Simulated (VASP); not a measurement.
A run of VASP 6.6.1 is set up as follows.

INCAR

```
ALGO = Fast ; EDIFF = 1E-6
EDIFFG = -0.005 ; ENCUT = 600
GGA = PE ; IBRION = 2
ISIF = 3 ; ISMEAR = -1
LASPH = True ; LCHARG = False
LREAL = False ; LWAVE = False
NELM = 80 ; NSW = 100
PREC = Accurate ; SIGMA = 0.05
```

File KPOINTS:

```
k-points
0
Gamma
  11 11 7
```

File POSCAR:

```
Sb
1.0
    3.2963613365      0.0000000000      0.0000000000
   -1.6481806682      2.8547326575      0.0000000000
    0.0000000000      0.0000000000      5.1771681051
Sb
2
Direct
    0.3333333333      0.6666666667      0.2500000000
    0.6666666667      0.3333333333      0.7500000000
```

Potentials or basis: VASP PAW PBE potentials, release 64 (Sb).

Run with:

```bash
$ cat potpaw_PBE.64/Sb/POTCAR > POTCAR
$ mpirun -np 1 vasp_std > vasp.out
```

Problem. What does it give for the relaxed cell?

Solution. a = 3.433 Å, b = 3.433 Å, c = 5.355 Å, α = 90.00°, β = 90.00°, γ = 120.00°.

Problem. What does it give for the band gap on the k mesh?

Solution. None (metal or under the smearing width).

Problem. Predict the relaxed volume.

Solution. 27.32 Å³/atom.

Problem. Predict the space group after relaxing (to 0.05 Å).

Solution. P6_3/mmc (No. 194).

Step by step:
```
step  energy change (eV)  largest force (eV/Å)  pressure (GPa)  volume (Å³)
   1              0.0000                0.0000            8.94        48.72
   2             -0.0915                0.0000           -3.79        58.94
   3             -0.1469                0.0000            0.00        54.61
   4             -0.1469                0.0000            0.13        54.48
   5             -0.1469                0.0000            0.13        54.49
   6             -0.1471                0.0000            0.13        54.52
   7             -0.1471                0.0000            0.11        54.57
   8             -0.1472                0.0000            0.12        54.54
   9             -0.1472                0.0000           -0.09        54.74
  10             -0.1473                0.0000            0.00        54.65
```

Spin-orbit coupling is left out, which matters for the levels of Sb. PBE usually gives volumes a little too large and moduli too small.
